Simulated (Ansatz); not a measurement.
Crystal: CuO (Tenorite).

```
CELL_PARAMETERS angstrom
2.34185 -1.71130 0.00000
2.34185 1.71130 0.00000
-0.85003 0.00000 5.05787
ATOMIC_POSITIONS crystal
Cu 0.50000 0.00000 0.50000
Cu 0.00000 0.50000 0.00000
O 0.41840 0.58160 0.75000
O 0.58160 0.41840 0.25000
```

Base run:

```yaml
Program: Ansatz 0.2.0
Functional: PBEsol
Potentials_or_basis: all-electron LAPW, scalar-relativistic
Cutoff: 406 eV (chosen from the basis error)
Basis_error_allowed: 0.002 eV/atom
k_mesh: 10 × 10 × 5
Occupations: fermi-dirac, width 0.05 eV
Spin: no spin polarisation
Hubbard_terms: Cu d U = 6 eV
```

Its results: band gap on the k mesh none (metal or under the smearing width); pressure 0.4 GPa; largest force 0.208 eV/Å.

Q: The run is repeated on the same cell with these changes: hubbard terms from Cu d U = 6 eV to none. What comes out?

A: Band gap on the k mesh none (metal or under the smearing width); pressure -2.7 GPa; largest force 0.358 eV/Å.

Caveats: the run has no spin polarisation, though such a crystal can be magnetic; the density of states is complete only up to the lowest level of the last band computed; U is the effective U less J, on atomic orbitals that reach past the spheres (some runs); U without spin polarisation on a metal has little footing (some runs); semilocal functionals often make such compounds metallic where correlation or magnetic order opens a gap, which also shifts bond lengths (some runs).
